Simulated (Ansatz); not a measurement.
## Be2C under changes of volume

One of the cells (6.765 Å³/atom); the others are scaled copies at fixed shape and fractional positions:

```xyz
3
Lattice="0.0000 2.1650 2.1650 2.1650 0.0000 2.1650 2.1650 2.1650 0.0000" Properties=species:S:1:pos:R:3 pbc="T T T"
C     0.0000    0.0000    0.0000
Be    3.2475    3.2475    3.2475
Be    1.0825    1.0825    1.0825
```

```yaml
Program: Ansatz 0.2.0
Functional: PBEsol
Potentials_or_basis: all-electron LAPW, scalar-relativistic
Cutoff: 287 eV (chosen from the basis error)
Basis_error_allowed: 0.001 eV/atom
k_mesh: 11 × 11 × 11
Occupations: fermi-dirac, width 0.05 eV
Spin: no spin polarisation
```

```csv
volume (Å³/atom),energy over the lowest point (meV/atom),pressure (GPa),gap on the mesh (eV)
6.359,9.78,10.6,1.20
6.495,2.90,5.7,1.19
6.630,0.00,1.2,1.18
6.765,0.72,-2.9,1.17
6.901,?,?,?
7.036,11.81,-10.0,1.15
7.171,21.62,-13.2,1.14
```

**Question.** What does the run at 6.901 Å³/atom give?

**Answer.** Energy over the lowest point 4.75 meV/atom; pressure -6.6 GPa; gap on the mesh 1.16 eV.

Worked out: A Birch-Murnaghan fit of order 3 (a polynomial in V^(-2/3)) to the other rows has its minimum at 6.67 Å³/atom with B0 = V·E''(V) = 206 GPa and B' = 3.4. It gives 4.76 meV/atom at 6.901 Å³/atom, against the run's 4.75, and -dE/dV = -6.6 GPa, against -6.6. A straight line through the other rows of the gap, of slope -0.5 eV per unit of ln V, gives 1.16 eV, against the run's 1.16.

Energies are extrapolated to zero smearing.

Caveats: an odd mesh through Γ misses points on the zone boundary, where band edges often lie.
